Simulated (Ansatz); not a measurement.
**Br in Ansatz: the effect of functional**

The system is Br.

```
Br
1.0
     3.36325   -2.32255    0.00000
     3.36325    2.32255    0.00000
     0.00000    0.00000    8.70230
Br
4
Direct
  0.36510 0.63490 0.39010
  0.13490 0.86510 0.89010
  0.63490 0.36510 0.60990
  0.86510 0.13490 0.10990
```

Alike in all runs:

```yaml
Program: Ansatz 0.2.0
Task: band structure
Potentials_or_basis: Ansatz PAW
Cutoff: "420 eV (not typed: the program's choice for these potentials)"
k_mesh: 7 × 7 × 3
Occupations: fermi-dirac, width 0.05 eV
Spin: no spin polarisation
```

Problem. One run gave: gap on the mesh 1.84 eV; pressure 0.1 GPa; largest force 0.72 eV/Å. Which functional did it use?
A. PBEsol
B. PBE
C. LDA

Solution. A.

| functional | gap on the mesh (eV) | pressure (GPa) | largest force (eV/Å) |
| --- | --- | --- | --- |
| LDA | 1.75 | -1.2 | 0.69 |
| PBE | 1.90 | 1.8 | 0.87 |
| PBEsol | 1.84 | 0.1 | 0.72 |

Caveats: the PAW data sets come from PBE, with cores solved anew for the run's functional, which leaves a small shift of forces and pressure (some runs).

A k mesh can miss the band edges.
